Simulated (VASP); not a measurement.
AlAs, 2 atoms in the cell. Symmetry: F-43m, No. 216, cubic system. The conventional cell has a = 5.682 Å, b = 5.682 Å, c = 5.682 Å, α = 90.00°, β = 90.00°, γ = 90.00°. Al (site symmetry -43m) has 4 As at 2.46 Å as nearest neighbours. As (site symmetry -43m) is surrounded by 4 Al at 2.46 Å. The cell was built by a generator and needn't be a form met in nature.

| Property | Result |
| --- | --- |
| Program | VASP 6.6.1 |
| Task | relaxation of cell and atoms |
| Functional | PBEsol |
| Potentials or basis | VASP PAW PBE potentials, release 64 (Al, As) |
| Cutoff | 600 eV |
| k mesh | 10 × 10 × 10 |
| Occupations | gaussian, width 0.03 eV |
| Spin | no spin polarisation |
| Further INCAR settings | ALGO = Normal; EDIFF = 1e-07; IBRION = 2; EDIFFG = -0.005; NSW = 90; ISIF = 3 |

Potentials or basis: VASP PAW PBE potentials, release 64 (Al, As).

Command:

```sh
$ cat potpaw_PBE.64/Al/POTCAR potpaw_PBE.64/As/POTCAR > POTCAR
$ mpirun -np 1 vasp_std > vasp.out
```

Hardware: 1 thread of Intel(R) Xeon(R) Platinum 8259CL CPU @ 2.50GHz (Skylake/Cascade Lake) (shared host).

How long does it take, and how much memory?

Wall time 22 s on 1 thread of Intel(R) Xeon(R) Platinum 8259CL CPU @ 2.50GHz (Skylake/Cascade Lake) (shared host), peak memory 0.18 GiB. Counts: scf iterations 13, k points 47, ion steps 1.
